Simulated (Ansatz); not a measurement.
## Au: single point with PBE

Crystal: Au.

```
Au
1.0
     0.00000    2.03500    2.03500
     2.03500    0.00000    2.03500
     2.03500    2.03500    0.00000
Au
1
Direct
  0.00000 0.00000 0.00000
```

```
Program             : Ansatz 0.2.0
Task                : single point
Functional          : PBE
Potentials or basis : all-electron LAPW, scalar-relativistic
Cutoff              : 249 eV (chosen from the basis error)
Basis error allowed : 0.001 eV/atom
k mesh              : 11 × 11 × 11
Occupations         : gaussian, width 0.019 eV
Spin                : no spin polarisation
```

| Property | Result |
| --- | --- |
| Pressure | 10.8 GPa |
| Band gap on the k mesh | none (metal or under the smearing width) |

Levels at points of the mesh, in eV from the Fermi level:
| k point | band 19 | band 20 | band 21 | band 22 | band 23 | band 24 | band 25 | band 26 |
| --- | --- | --- | --- | --- | --- | --- | --- | --- |
| (0.00, 0.00, 0.00) | -4.85 | -4.85 | -3.30 | -3.30 | 14.35 | 18.41 | 18.41 | 18.41 |

Run time: 6.9 s on 1 thread of Arm Neoverse V1, with other jobs on the host, peak memory 0.27 GiB.

Spin-orbit coupling is left out, which matters for the levels of Au.
